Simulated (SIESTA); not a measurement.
## N in SIESTA: the effect of functional

The system is N.

```
N
1.0
     5.56052    0.00000    0.00000
     0.00000    5.56052    0.00000
     0.00000    0.00000    5.56052
N
8
Direct
  0.05740 0.44260 0.55740
  0.44260 0.55740 0.05740
  0.55740 0.05740 0.44260
  0.94260 0.94260 0.94260
  0.94260 0.55740 0.44260
  0.55740 0.44260 0.94260
  0.44260 0.94260 0.55740
  0.05740 0.05740 0.05740
```

Alike in all runs:

| Quantity | Value |
| --- | --- |
| Program | SIESTA 5.4.2 |
| Task | band structure |
| Basis | DZP (energy shift 0.003 Ry) |
| Grid cutoff | 800 Ry |
| Energy shift | 0.003 Ry |
| k mesh | 5 × 5 × 5 |
| Occupations | fermi-dirac, width 0.05 eV |
| Spin | no spin polarisation |

```tsv
functional	potentials or basis	gap on the mesh (eV)	pressure (GPa)	largest force (eV/Å)
PBE	PseudoDojo 0.4 standard (PBE files)	?	?	?
LDA	PseudoDojo 0.4 standard (LDA files)	7.21	2.8	3.31
PBEsol	PseudoDojo 0.4 standard (PBEsol files)	7.33	4.9	4.06
```

Q: What does the run with functional PBE give?

A: gap on the mesh 7.37 eV; pressure 5.2 GPa; largest force 4.13 eV/Å.

Caveats: the basis of atomic orbitals isn't converged, which shifts pressures, moduli and gaps; forces of over 1 eV/Å show positions far from the minimum, so gaps and moduli don't describe the material at rest.

